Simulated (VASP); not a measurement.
A run of VASP 6.6.1 is set up as follows.

File INCAR:

```
PREC = Accurate
ENCUT = 520
EDIFF = 1E-6
ISMEAR = -1
SIGMA = 0.1
LREAL = F
LASPH = T
NELM = 80
ALGO = Fast
ISIF = 2
LWAVE = F
LCHARG = F
GGA = RE
NBANDS = 20
```

File KPOINTS:

```
Automatic mesh
0
Gamma
  22 22 11
```

Contents of POSCAR:

```
V
1.0
    2.6318171184      0.0000000000      0.0000000000
   -1.3159085592      2.2792204826      0.0000000000
    0.0000000000      0.0000000000      4.7048099934
V
2
Direct
    0.3333333333      0.6666666667      0.2500000000
    0.6666666667      0.3333333333      0.7500000000
```

Potentials or basis: VASP PAW PBE potentials, release 64 (V_sv).

Command:

```console
$ cat potpaw_PBE.64/V_sv/POTCAR > POTCAR
$ mpirun -np 1 vasp_std > vasp.out
```

**Question.** Predict the band gap on the k mesh.

**Answer.** None (metal or under the smearing width).

**Question.** Estimate the pressure.

**Answer.** 0.3 GPa.

Caveat: the PAW data sets were made with another functional, which shifts forces and pressure a little.
